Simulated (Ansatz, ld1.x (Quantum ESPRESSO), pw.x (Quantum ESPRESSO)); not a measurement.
pw.x on fcc C: one setting changed

Potential: norm-conserving Troullier–Martins (Kleinman–Bylander form), ld1.x (Quantum ESPRESSO) 7.5, PBE; core [He], reference 2s2 2p2; waves: 2s (bound): rc 0.90 bohr; 2p (bound): rc 2.00 bohr; 3d channel at 0.5 Ry: rc 2.56 bohr; local part: the d channel; core correction: none.

The reference run (k-mesh 18³, cutoffs 135/540 Ry, Fermi–Dirac 0.01 Ry, mixing_beta 0.4, conv_thr 1e-9, no spin) gives -1.14 GPa at 7.456 Å³/atom, where all-electron LAPW gives -2.58 GPa. This run, with its own iteration cap, changes diagonalization to cg.

```
&control
  calculation='scf', prefix='x', pseudo_dir='./', outdir='./tmp', tstress=.true., disk_io='none'
/
&system
  ibrav=0, nat=1, ntyp=1, ecutwfc=135, ecutrho=540, nbnd=9,
  occupations='smearing', smearing='fd', degauss=0.01
/
&electrons
  conv_thr=1e-09, mixing_beta=0.4, electron_maxstep=70, diagonalization='cg'
/
ATOMIC_SPECIES
C 1.0 C.UPF
CELL_PARAMETERS angstrom
  0.00000000 1.55057211 1.55057211
  1.55057211 0.00000000 1.55057211
  1.55057211 1.55057211 0.00000000
ATOMIC_POSITIONS crystal
C 0.0000 0.0000 0.0000
K_POINTS automatic
18 18 18 0 0 0
```

```bash
pw.x < C.scf.in > C.scf.out
```

Problem. How does the run end?

Solution. It converges in 5 iterations; the free energy moves by +0.0 meV/atom and the pressure by +0.00 GPa. The result is that of the reference run.

```
Message from routine setup:
     using ibrav=0 with symmetry is DISCOURAGED, use correct ibrav instead
     lattice parameter (alat)  =       4.1439  a.u.
     unit-cell volume          =      50.3156 (a.u.)^3
     number of electrons       =         4.00
     number of Kohn-Sham states=            9
     kinetic-energy cutoff     =     135.0000  Ry
     charge density cutoff     =     540.0000  Ry
     scf convergence threshold =      1.0E-09
     Exchange-correlation= PBE
     number of k points=   195  Fermi-Dirac smearing, width (Ry)=  0.0100
     iteration #  1     ecut=   135.00 Ry     beta= 0.40
     c_bands:  1 eigenvalues not converged
     total energy              =     -11.02754482 Ry
     estimated scf accuracy    <       0.00069710 Ry
     iteration #  2     ecut=   135.00 Ry     beta= 0.40
     total energy              =     -11.02756923 Ry
     estimated scf accuracy    <       0.00021413 Ry
     iteration #  3     ecut=   135.00 Ry     beta= 0.40
     total energy              =     -11.02758236 Ry
     estimated scf accuracy    <       0.00000337 Ry
     iteration #  4     ecut=   135.00 Ry     beta= 0.40
     total energy              =     -11.02758250 Ry
     estimated scf accuracy    <       0.00000004 Ry
     iteration #  5     ecut=   135.00 Ry     beta= 0.40
     the Fermi energy is    10.1434 ev
!    total energy              =     -11.02758251 Ry
     estimated scf accuracy    <          1.5E-10 Ry
     smearing contrib. (-TS)   =      -0.00172277 Ry
     The total energy is F=E-TS. E is the sum of the following terms:
     one-electron contribution =       4.27568464 Ry
     hartree contribution      =       0.38821269 Ry
     xc contribution           =      -3.17203146 Ry
     ewald contribution        =     -12.51772560 Ry
     convergence has been achieved in   5 iterations
          total   stress  (Ry/bohr**3)                   (kbar)     P=      -11.45
     Message from routine punch:
     Nothing written, as per user request (disk_io='none')
```

The run took about 34 s on one core of a shared host (Neoverse-N1, 64 threads, 124 GiB, load 60).
